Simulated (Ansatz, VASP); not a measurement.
**Two plane-wave programs on Ca**

```
Ca
1.0
     5.33886    0.00000    0.00000
     0.00000    5.33886    0.00000
     0.00000    0.00000    5.33886
Ca
3
Direct
  0.50000 0.00000 0.00000
  0.00000 0.50000 0.00000
  0.00000 0.00000 0.50000
```

Alike in both runs: functional PBE; k mesh 10 × 10 × 10; occupations gaussian, width 0.1 eV; no spin polarisation.

Ansatz relaxed the structure, and its values are those at the end. VASP's run is a single point on that final structure, the one shown.

|  | VASP | Ansatz |
| --- | --- | --- |
| version | VASP 6.6.1 | Ansatz 0.2.0 |
| potentials or method | VASP PAW PBE potentials, release 64 (Ca_sv) | scalar-relativistic, plane waves, PAW |
| plane-wave cutoff (eV) | 520 | 420 |
| valence electrons in the cell | 30 | 30 |

|  | VASP | Ansatz | Ansatz less VASP |
| --- | --- | --- | --- |
| gap on the k mesh at the Fermi level (eV) | none | none | - |
| pressure (GPa) | 0.0 | 0.0 | 0.00 |

A gap of «none» marks a metal or a gap that the smearing closes. With one functional, cell and mesh, what is left measures potentials, basis and numerics.
